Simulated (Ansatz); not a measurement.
The system is MnS.

```
CELL_PARAMETERS angstrom
0.00000 2.60450 2.60450
2.60450 0.00000 2.60450
2.60450 2.60450 0.00000
ATOMIC_POSITIONS crystal
Mn 0.00000 0.00000 0.00000
S 0.50000 0.50000 0.50000
```

Base run:

| Item | Value |
| --- | --- |
| Program | Ansatz 0.2.0 |
| Functional | PBEsol |
| Potentials or basis | all-electron LAPW, scalar-relativistic |
| Cutoff | 217 eV (chosen from the basis error) |
| Basis error allowed | 0.001 eV/atom |
| k mesh | 9 × 9 × 9 |
| Occupations | fermi-dirac, width 0.05 eV |
| Spin | no spin polarisation |

Its results: band gap on the k mesh none (metal or under the smearing width); pressure -27.8 GPa.

Problem. The run is repeated on the same cell with these changes: spin from no spin polarisation to collinear spin, ferromagnetic start. What comes out?

Solution. Band gap on the k mesh none (metal or under the smearing width); pressure -7.3 GPa; net moment 4.69 μB per cell; site moments Mn +4.41; S +0.14 μB.

Caveats: semilocal functionals often make such compounds metallic where correlation or magnetic order opens a gap, which also shifts bond lengths; a cell with one magnetic atom can't hold antiferromagnetic order, which such compounds often take (some runs).
